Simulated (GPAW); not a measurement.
# The basis that the transmission of a Sb chain with a Mg atom bridging one bond needs

How well does a Sb chain with a Mg atom bridging one bond conduct at low bias, and how far do basis and functional move the answer?

Calculated with GPAW 26.7.0; GPAW LCAO, PAW setups; Landauer transmission from Green's functions with principal layers (ASE), zero bias.

Most raw output is cut from this account.

## (1) Set-up

The cell holds 9 atoms: 8 Sb and 1 Mg. Cell: a = 9.000 Å, b = 9.000 Å, c = 22.200 Å, α = 90.0°, β = 90.0°, γ = 90.0°. Regions: left lead, 4 atoms (4 Sb); channel, 1 atom (1 Mg); right lead, 4 atoms (4 Sb). Vacuum lies along a and b. The structure is stacked along c, and the current runs across the ab planes.

## (2) GPAW, dzp

Localised orbitals split the wire into layers that couple to their neighbours alone, which is what the Green's function method needs; double zeta with polarisation is the usual level for numbers.

Input file run.py:

```python
import json
import numpy as np
from ase import Atoms
from ase.transport.calculators import TransportCalculator
from gpaw import GPAW, FermiDirac
from gpaw.lcao.tools import get_lcao_hamiltonian
from scipy.linalg import eigh

# The junction with lead layers at both ends, along the third cell vector
device = Atoms(
    ['Sb', 'Sb', 'Sb', 'Sb', 'Mg', 'Sb', 'Sb', 'Sb', 'Sb'],
    positions=[
        [4.50000, 4.50000, 1.37500],
        [4.50000, 4.50000, 4.12500],
        [4.50000, 4.50000, 6.87500],
        [4.50000, 4.50000, 9.62500],
        [6.88987, 4.50000, 11.10000],
        [4.50000, 4.50000, 12.57500],
        [4.50000, 4.50000, 15.32500],
        [4.50000, 4.50000, 18.07500],
        [4.50000, 4.50000, 20.82500]],
    cell=[[9.0, 0.0, 0.0], [0.0, 9.0, 0.0], [0.0, 0.0, 22.2]],
    pbc=True)

# One principal layer of the lead: the first 2 atoms of the device
lead = Atoms(
    ['Sb', 'Sb'],
    positions=[
        [4.50000, 4.50000, 1.37500],
        [4.50000, 4.50000, 4.12500]],
    cell=[[9.0, 0.0, 0.0], [0.0, 9.0, 0.0], [0.0, 0.0, 5.5]],
    pbc=True)

settings = dict(mode='lcao', basis='dzp', xc='PBE', h=0.2,
                occupations=FermiDirac(0.1), maxiter=250,
                mixer=dict(beta=0.1, nmaxold=8, weight=100.0),
                convergence=dict(density=0.0001))
energies = np.arange(-2, 2 + 1e-9, 0.05)
eta = 0.0001
n1, n2 = 1, 1
# k and -k transmit alike, so half of the mesh across the current serves
mesh = [(i, j) for i in range(n1) for j in range(n2) if (i, j) <= (-i % n1, -j % n2)]
weights = np.array([1 if (i, j) == (-i % n1, -j % n2) else 2 for i, j in mesh]) / (n1 * n2)

# [... helper functions left out ...]
fermi_lead = ground_state(lead, (1, 1, 20), 'lead.txt')
fermi_device = ground_state(device, (1, 1, 4), 'device.txt')
# [... loop over the mesh left out, but for ...]
        # Shift the lead onto the potential of the device's first layer
        shift = ((H[:, 0, 0] - H0[:, 0, 0]) / S0[0, 0]).real.mean()
# [...]
kT = 8.617333e-5 * 300
bias = [0.1, 0.2, 0.5, 1.0, 1.5, 2.0]
# [... integrals and printing left out ...]
```

Started as:

```console
> OMP_NUM_THREADS=1 OPENBLAS_NUM_THREADS=1 python run.py
```

It took 30 s on 1 thread of Intel Xeon Platinum 8488C (Sapphire Rapids), shared host; peak memory 0.79 GiB.

This step gave:

- conductance: 2.916 G₀
- largest coupling past the next principal layer: 7.84e-5 eV
- largest misfit of the first principal layer: 0.01269 eV
- shift that aligns the lead: -0.01405 eV
- basis functions of the junction: 203
- basis functions of a principal layer: 46
- transmission at the Fermi level (one spin): 2.921

One spin. The transmission, zone mean by energy, zero at the Fermi level:

```tsv
energy (eV)	transmission, zone mean
-2.00	0.941
-1.90	0.945
-1.80	0.946
-1.70	0.943
-1.55	2.36
-1.45	2.74
-1.35	2.84
-1.25	2.89
-1.15	2.92
-1.05	2.93
-0.90	2.94
-0.80	2.94
-0.75	2.94
-0.70	2.94
-0.60	2.94
-0.50	2.94
-0.40	2.94
-0.25	2.94
-0.15	2.93
-0.05	2.93
0.00	2.92
0.05	2.90
0.15	2.80
0.25	2.49
0.40	1.97
0.50	1.98
0.60	2.06
0.70	2.11
0.80	2.13
0.90	2.14
1.05	2.12
1.15	2.09
1.25	2.05
1.35	2.00
1.45	1.94
1.55	1.87
1.70	1.70
1.80	1.54
1.90	1.28
2.00	0.980
```

Not self-consistent under bias; the bias window is split evenly. Table of current through one cell, from the zero-bias transmission by bias:

```tsv
bias (V)	current through one cell, from the zero-bias transmission (μA)
0.100	22.6
0.200	45.1
0.500	111
1.000	209
1.500	305
2.000	404
```

Transmission of the three most open eigenchannels against energy, zero at the Fermi level:

```tsv
energy (eV)	channel 1	channel 2	channel 3
-2.000	0.941	2.0e-11	0
-1.800	0.946	4.1e-11	1.9e-11
-1.600	0.910	0.320	0.141
-1.400	0.953	0.944	0.903
-1.200	0.987	0.965	0.953
-1.000	0.997	0.988	0.951
-0.800	0.999	0.996	0.948
-0.600	0.999	0.998	0.944
-0.400	0.998	0.998	0.941
-0.200	0.997	0.996	0.942
0.000	0.995	0.975	0.951
0.200	0.992	0.963	0.726
0.400	0.986	0.972	0.0174
0.600	0.977	0.976	0.103
0.800	0.978	0.963	0.191
1.000	0.979	0.941	0.206
1.200	0.980	0.908	0.185
1.400	0.980	0.851	0.145
1.600	0.980	0.745	0.0948
1.800	0.981	0.513	0.0426
2.000	0.980	4.3e-8	3.4e-9
```

Couplings past the next layer reach 7.8e-5 eV, small enough to drop; the matrix elements of the cell's first layer differ from the bulk lead's by up to 0.013 eV. That layer keeps its own values in the calculation, and only beyond it is the lead taken as perfect. The Fermi levels of lead and junction count from different zeros of potential, one for each periodic cell; with both set to zero, the small remaining shift is what aligns them. By hand: G = 2.916 × 77.48 μS = 226 μS, a resistance of 4.43 kΩ; at 0.1 V a linear junction would pass 22.6 μA, and the integral over the bias window gives 22.6 μA.

## (3) Single-zeta polarised basis

The second zeta is dropped, the polarisation orbitals stay.

run.py, as its differences from that of step 2:

```diff
@@ -33,3 +33,3 @@
 
-settings = dict(mode='lcao', basis='dzp', xc='PBE', h=0.2,
+settings = dict(mode='lcao', basis='szp(dzp)', xc='PBE', h=0.2,
                 occupations=FermiDirac(0.1), maxiter=250,
```

The job ended after 26 s (1 thread; peak memory 0.76 GiB).

Numbers from this step:

| Quantity | Value |
| --- | --- |
| conductance | 2.913 G₀ |
| largest coupling past the next principal layer | 7.83e-5 eV |
| largest misfit of the first principal layer | 0.03301 eV |
| shift that aligns the lead | -0.002990 eV |
| basis functions of the junction | 123 |
| basis functions of a principal layer | 28 |
| transmission at the Fermi level (one spin) | 2.918 |

One spin. Transmission, zone mean against energy, zero at the Fermi level:

```tsv
energy (eV)	transmission, zone mean
-2.000	0.944
-1.800	0.948
-1.600	0.878
-1.400	2.80
-1.200	2.89
-1.000	2.93
-0.800	2.93
-0.600	2.93
-0.400	2.93
-0.200	2.93
0.000	2.92
0.200	2.73
0.400	2.03
0.600	2.01
0.800	2.08
1.000	2.09
1.200	2.05
1.400	1.97
1.600	1.82
1.800	1.53
2.000	0.980
```

Not self-consistent under bias; the bias window is split evenly. The current through one cell, from the zero-bias transmission by bias:

```tsv
bias (V)	current through one cell, from the zero-bias transmission (μA)
0.100	22.6
0.200	45.1
0.500	111
1.000	210
1.500	306
2.000	403
```

Transmission of the three most open eigenchannels against energy, zero at the Fermi level:

```tsv
energy (eV)	channel 1	channel 2	channel 3
-2.000	0.944	0	0
-1.800	0.948	3.0e-11	1.5e-11
-1.600	0.878	1.1e-5	5.3e-6
-1.400	0.949	0.946	0.903
-1.200	0.984	0.965	0.946
-1.000	0.996	0.989	0.942
-0.800	0.999	0.995	0.937
-0.600	0.999	0.997	0.934
-0.400	0.998	0.997	0.932
-0.200	0.998	0.995	0.934
0.000	0.996	0.976	0.946
0.200	0.993	0.963	0.773
0.400	0.988	0.974	0.0693
0.600	0.979	0.978	0.0506
0.800	0.981	0.964	0.138
1.000	0.982	0.944	0.165
1.200	0.983	0.912	0.156
1.400	0.983	0.858	0.126
1.600	0.983	0.750	0.0849
1.800	0.983	0.509	0.0392
2.000	0.980	8.3e-8	6.0e-9
```

The conductance equals that of the dzp run to 0.2 %.

## (4) GPAW, sz: basis = "sz(dzp)"

One function for each valence shell of the setup, as for a first survey of a large system.

run.py, as its differences from that of step 3:

```diff
@@ -33,3 +33,3 @@
 
-settings = dict(mode='lcao', basis='szp(dzp)', xc='PBE', h=0.2,
+settings = dict(mode='lcao', basis='sz(dzp)', xc='PBE', h=0.2,
                 occupations=FermiDirac(0.1), maxiter=250,
```

Wall time 20 s (1 thread); peak memory 0.73 GiB.

Numbers from this step:

| Property | Result |
| --- | --- |
| conductance | 2.897 G₀ |
| largest coupling past the next principal layer | 7.89e-5 eV |
| largest misfit of the first principal layer | 0.03059 eV |
| shift that aligns the lead | -0.01945 eV |
| basis functions of the junction | 80 |
| basis functions of a principal layer | 18 |
| transmission at the Fermi level (one spin) | 2.902 |

One spin. Transmission, zone mean against energy, zero at the Fermi level:

energy (eV), transmission, zone mean and a bar from the least value:
```
    -2.00       0.94 
    -1.85       0.93 
    -1.70       2.06 #################
    -1.60       2.60 #########################
    -1.45       2.80 ############################
    -1.30       2.86 #############################
    -1.15       2.89 ##############################
    -1.05       2.90 ##############################
    -0.90       2.91 ##############################
    -0.75       2.91 ##############################
    -0.60       2.91 ##############################
    -0.50       2.92 ##############################
    -0.35       2.92 ##############################
    -0.20       2.92 ##############################
    -0.05       2.91 ##############################
     0.00       2.90 ##############################
     0.05       2.88 #############################
     0.20       2.67 ##########################
     0.35       2.17 ###################
     0.50       1.96 ################
     0.60       1.98 ################
     0.75       2.03 #################
     0.90       2.05 #################
     1.05       2.04 #################
     1.15       2.02 ################
     1.30       1.97 ################
     1.45       1.88 ##############
     1.60       1.75 ############
     1.70       1.62 ##########
     1.85       1.28 #####
     2.00       0.98 #
```

The conductance, 2.90 G₀, lies 0.7 % below that of the dzp run.

## (5) revPBE in the dzp basis: xc = "revPBE"

Back in the dzp basis, the functional changes from PBE to revPBE, to set the spread between functionals beside that between bases.

run.py, as its differences from that of step 4:

```diff
@@ -33,3 +33,3 @@
 
-settings = dict(mode='lcao', basis='sz(dzp)', xc='PBE', h=0.2,
+settings = dict(mode='lcao', basis='dzp', xc='revPBE', h=0.2,
                 occupations=FermiDirac(0.1), maxiter=250,
```

Elapsed: 31 s, on 1 thread; peak memory 0.79 GiB.

Numbers from this step:

* conductance: 2.914 G₀
* largest coupling past the next principal layer: 7.85e-5 eV
* largest misfit of the first principal layer: 0.01259 eV
* shift that aligns the lead: -0.01655 eV
* basis functions of the junction: 203
* basis functions of a principal layer: 46
* transmission at the Fermi level (one spin): 2.919

The conductance equals that of the dzp run to 0.2 %.

## (6) The ladder

Times are for 1 thread of Intel Xeon Platinum 8488C (Sapphire Rapids), shared host. Results by setting:

```tsv
no.	run	conductance (G₀)	time	memory (GiB)
1	dzp	2.916	30 s	0.79
2	szp	2.913	26 s	0.76
3	sz	2.897	20 s	0.73
4	dzp revPBE	2.914	31 s	0.79
```

## (7) The levels side by side

The curves are compared point by point over the common energies.

This step: comparison of transmission and cost over codes and levels (GPAW 26.7.0).

Ladder, by row:

```tsv
step	code	T at the Fermi level (sum over the listed spins)	conductance (G0)	r.m.s. T(E) from the first	wall time (s)	peak memory (GiB)	threads
dzp	GPAW	2.921	2.916	0	29.94	0.79	1
szp	GPAW	2.918	2.913	0.06168	25.77	0.76	1
sz	GPAW	2.902	2.897	0.2576	20.28	0.73	1
dzp-revPBE	GPAW	2.919	2.914	0.01759	31.08	0.79	1
```

Table of transmission, zone mean, sum over the listed spins by energy, zero at the Fermi level:

```tsv
energy (eV)	dzp	szp	sz	dzp-revPBE
-2.0000	0.941	0.944	0.938	0.940
-1.7500	0.946	0.946	0.889	0.945
-1.5000	2.62	2.65	2.75	2.63
-1.2500	2.89	2.88	2.88	2.89
-1.0000	2.94	2.93	2.91	2.94
-0.8000	2.94	2.93	2.91	2.94
-0.7500	2.94	2.93	2.91	2.94
-0.5000	2.94	2.93	2.92	2.94
-0.2500	2.94	2.93	2.92	2.93
-0.2000	2.94	2.93	2.92	2.93
0.0000	2.92	2.92	2.90	2.92
0.2500	2.49	2.58	2.52	2.49
0.5000	1.98	1.96	1.96	1.99
0.7500	2.12	2.07	2.03	2.12
0.9000	2.14	2.09	2.05	2.14
1.0000	2.13	2.09	2.04	2.12
1.2500	2.05	2.03	1.99	2.05
1.5000	1.91	1.90	1.85	1.90
1.7500	1.63	1.62	1.53	1.62
2.0000	0.980	0.980	0.979	0.980
```

## (8) Grid spacing 0.16: h = 0.16

The real-space grid carries density and potential; a coarse one breaks translation symmetry along the lead and scatters electrons that should pass.

This step: GPAW LCAO, PAW setups; Landauer transmission from Green's functions with principal layers (ASE), zero bias (GPAW 26.7.0).

run.py, as its differences from that of step 5:

```diff
@@ -33,3 +33,3 @@
 
-settings = dict(mode='lcao', basis='dzp', xc='revPBE', h=0.2,
+settings = dict(mode='lcao', basis='dzp', xc='PBE', h=0.16,
                 occupations=FermiDirac(0.1), maxiter=250,
```

Wall time 56 s (1 thread); peak memory 1.4 GiB.

This step gave:

* conductance: 2.916 G₀
* largest misfit of the first principal layer: 0.01252 eV
* shift that aligns the lead: -0.01400 eV
* transmission at the Fermi level (one spin): 2.921

One spin. Table of transmission, zone mean by energy, zero at the Fermi level:

(Unchanged from step 2.)

Not self-consistent under bias; the bias window is split evenly. Table of current through one cell, from the zero-bias transmission by bias:

```tsv
bias (V)	current through one cell, from the zero-bias transmission (μA)
0.100	22.6
0.200	45.1
0.500	111
1.000	209
1.500	305
2.000	404
```

The transmission of the three most open eigenchannels by energy, zero at the Fermi level:

```tsv
energy (eV)	channel 1	channel 2	channel 3
-2.000	0.941	2.0e-11	0
-1.800	0.946	4.1e-11	1.9e-11
-1.600	0.910	0.320	0.140
-1.400	0.953	0.944	0.903
-1.200	0.987	0.965	0.953
-1.000	0.997	0.988	0.951
-0.800	0.999	0.996	0.948
-0.600	0.999	0.998	0.944
-0.400	0.998	0.998	0.941
-0.200	0.997	0.996	0.942
0.000	0.995	0.975	0.951
0.200	0.992	0.963	0.726
0.400	0.986	0.972	0.0174
0.600	0.977	0.976	0.103
0.800	0.978	0.963	0.191
1.000	0.979	0.941	0.206
1.200	0.980	0.908	0.185
1.400	0.980	0.851	0.145
1.600	0.980	0.745	0.0948
1.800	0.981	0.513	0.0426
2.000	0.980	4.3e-8	3.4e-9
```

The conductance equals that of the dzp run to 0.2 %.

## (9) Density threshold 0.01, mixing 0.15, mixing history 5

The Hamiltonian is taken from the last density. The density threshold is one of the tests that end the cycle; the energy must settle too, so a loose value may not be the test that decides. Mixing changes the road to self-consistency, not its end. The mixing history changes the road to self-consistency, not its end.

run.py, as its differences from that of step 8:

```diff
@@ -33,6 +33,6 @@
 
-settings = dict(mode='lcao', basis='dzp', xc='PBE', h=0.16,
+settings = dict(mode='lcao', basis='dzp', xc='PBE', h=0.2,
                 occupations=FermiDirac(0.1), maxiter=250,
-                mixer=dict(beta=0.1, nmaxold=8, weight=100.0),
-                convergence=dict(density=0.0001))
+                mixer=dict(beta=0.15, nmaxold=5, weight=100.0),
+                convergence=dict(density=0.01))
 energies = np.arange(-2, 2 + 1e-9, 0.05)
```

Elapsed: 23 s, on 1 thread; peak memory 0.73 GiB.

The run finished with changed settings (conv = 0.01, beta = 0.15 and nmaxold = 5); it serves as a test.

The two runs compared:

```tsv
quantity	this run	sound run	difference
conductance (G₀)	2.9085	2.9157	-0.00719
largest coupling past the next principal layer (eV)	7.838e-5	7.838e-5	-7.7e-10
largest misfit of the first principal layer (eV)	0.022171	0.012691	0.00948
shift that aligns the lead (eV)	-0.016261	-0.014046	-0.00222
transmission at the Fermi level (one spin)	2.9145	2.9210	-0.00647
```

## (10) What came out

```yaml
conductance: 2.92 G₀
transmission_at_the_fermi_level_mean_of_the_spins: 2.92
thermopower: about 0 (under 1.5 μV/K)
```

**Reading.** In the dzp basis the junction conducts 2.92 G₀ at 300 K, with T = 2.92 a spin at the Fermi level; the sz basis reaches that conductance within 10 %. At the Fermi level the three most open eigenchannels pass 0.99, 0.98 and 0.95. Measured against the first run (dzp), the nearest curve is that of dzp-revPBE (r.m.s. 0.018) and the farthest that of sz (0.26). Over the compared runs wall time goes from 20 s (sz) to 31 s (dzp-revPBE), on a shared host. The geometry was built from estimated bond lengths and not relaxed, so the numbers describe this model structure. Spin-orbit coupling is left out, which matters for the heavy atoms here. An evenly spaced straight chain is an idealisation: free chains tend to dimerise, zigzag or, where a band edge lies near the Fermi level, turn magnetic. The currents use the zero-bias T(E) throughout, which holds only while the bias is small against the distance to the nearest feature. The energy step is wider than the thermal energy, so the conductance and thermopower rest on interpolation of T(E).

[Logs are printed without paths, hosts, clocks, repeated set-up lines and the standing remarks that a program may print on its own settings, such as how far it seeks lower states.]

[Hosts, paths, dates, database ids (printed as entryN), source tags and the programs' standing remarks are cut or masked in the printed files.]
